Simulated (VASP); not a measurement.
Runs of VASP 6.6.1 on AlN. The structure is hexagonal, space group P6_3mc (No. 186). Conventional cell: a = 3.106 Å, b = 3.106 Å, c = 4.968 Å, α = 90.00°, β = 90.00°, γ = 120.00°. Al (site symmetry 3m) has 4 N at 1.89 to 1.90 Å as nearest neighbours. N (site symmetry 3m) has 4 Al at 1.89 to 1.90 Å as nearest neighbours. 

```tsv
task	cell	by perturbation theory	gap on the mesh (eV)
dielectric tensor	P6_3mc, 10.38 Å³/atom	-	4.18
relaxation of cell and atoms	relaxed	-	4.12
dielectric tensor	P6_3mc, 10.45 Å³/atom	-	4.12
dielectric tensor	P6_3mc, 10.53 Å³/atom	-	(a)
```

Alike in all rows: level PBEsol; potentials or basis VASP PAW PBE potentials, release 64 (Al, N); no spin polarisation; k mesh 12 × 12 × 6; cutoff (eV) 600; smearing gaussian 0.03 eV.

Q: Estimate the missing entries.

A: (a) 4.06.

Caveats: the PAW data sets were made with another functional, which shifts forces and pressure a little.

A k mesh can miss the band edges.
